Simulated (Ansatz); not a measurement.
**A computed series for TlCl: response to strain**

Base system: TlCl in the CsCl type structure (space group Pm-3m, No. 221).

```xyz
2
Lattice="3.7692 0.0000 0.0000 0.0000 3.7692 0.0000 0.0000 0.0000 3.7692" Properties=species:S:1:pos:R:3 pbc="T T T"
Tl     0.0000     0.0000     0.0000
Cl     1.8846     1.8846     1.8846
```

Cartesian axes are those of the cell as printed.

Strains are applied to the cell and any free atomic positions relax; under biaxial strain the out-of-plane vector relaxes too.

Computed with PBEsol (Ansatz, a program for electronic structure, PAW, no spin-orbit coupling).

```tsv
biaxial strain, plane normal [001], relaxed out of plane (%)	out-of-plane strain (%)
-3	2.87
-2.5	2.37
-2	?
-1.5	1.38
-1	0.91
-0.5	0.44
0	0.00
```

**Question.** Fit ε⊥ = −νε + γε² (strains in %) to the rows shown and predict the withheld row.

**Answer.** Least squares on the printed values gives ν = 0.88 (the biaxial Poisson response) and γ = 0.025 (largest residual 0.01 %); this predicts 1.87 %, and the run gives 1.87 %, in agreement.

Whether these cells are dynamically stable was not tested.
